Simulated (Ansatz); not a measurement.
Yb:

```
Yb
1.0
     0.00000    2.74310    2.74310
     2.74310    0.00000    2.74310
     2.74310    2.74310    0.00000
Yb
1
Direct
  0.00000 0.00000 0.00000
```

| Property | Result |
| --- | --- |
| Program | Ansatz 0.2.0 |
| Task | relaxation of cell and atoms |
| Functional | RPBE |
| Potentials or basis | all-electron LAPW, scalar-relativistic |
| Basis error allowed | 0.001 eV/atom |
| k mesh | 6 × 6 × 6 |
| Occupations | fermi-dirac, width 0.05 eV |
| Spin | collinear spin, ferromagnetic start |
| Starting moments | [1.0] μB |

At the start: volume 41.28 Å³/atom.

Problem. How do energy, volume and symmetry change on relaxing?

Solution. Over 5 steps the energy falls by 7.5 meV/atom and the volume is 38.83 Å³/atom (-5.9 %); space group Fm-3m (No. 225, to 0.05 Å); moment 0.00 μB per cell.

Step by step:
```
step  energy change (eV)  largest force (eV/Å)  volume (Å³)
   1              0.0000                0.0000        41.28
   2             -0.0046                0.0000        40.32
   3             -0.0074                0.0000        38.68
   4             -0.0075                0.0000        38.83
   5             -0.0075                0.0000        38.83
```

Final structure:
```yaml
crystal:
  lattice:
    - [0.00000, 2.68773, 2.68773]
    - [2.68773, 0.00000, 2.68773]
    - [2.68773, 2.68773, 0.00000]
  atoms:
    - { symbol: Yb, position: [0.00000, 0.00000, 0.00000] }
```

Caveat: the k mesh is thin for a metal, which can move the energy by tens of meV per atom; an open f shell can end in a state above the lowest; the starting moments weren't kept.
